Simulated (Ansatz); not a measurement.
## From the elastic tensor of MgS to moduli and sound speeds

All numbers below come from DFT PBE, scalar-relativistic, plane waves, PAW (Ansatz). Cutoff 420 eV, 4×4×4 k-points (Γ-centred), fixed occupations. No spin polarisation.

Space group Pm-3n (No. 223), cubic, a = 6.985 Å. Mg has 4 S at 2.47 Å; S is surrounded by 4 Mg at 2.47 Å.

It was reached by relaxing an invented guess, and it needn't be the stable form of this composition.

Relaxed-ion constants (GPa, on the Cartesian axes of the calculation):
```
76.5 27.9 27.9  0.0  0.0  0.0
27.9 76.5 27.9  0.0  0.0  0.0
27.9 27.9 76.5  0.0  0.0  0.0
 0.0  0.0  0.0  7.3  0.0  0.0
 0.0  0.0  0.0  0.0  7.3  0.0
 0.0  0.0  0.0  0.0  0.0  7.3
```

Density 1.648 g/cm³; 12 atoms in 340.82 Å³.

* Bulk modulus, Voigt / Reuss / Hill: 44.1 / 44.1 / 44.1 GPa
* Shear modulus, Voigt / Reuss / Hill: 14.1 / 10.2 / 12.1 GPa
* Young's modulus: 33 GPa
* Poisson ratio: 0.374
* Pugh ratio B/G: 3.64 (over 1.75, the rule of thumb for ductile)
* Universal anisotropy index: 1.95
* Longitudinal and transverse sound speeds: 6050 and 2714 m/s
* Debye temperature from the mean sound speed: 299 K
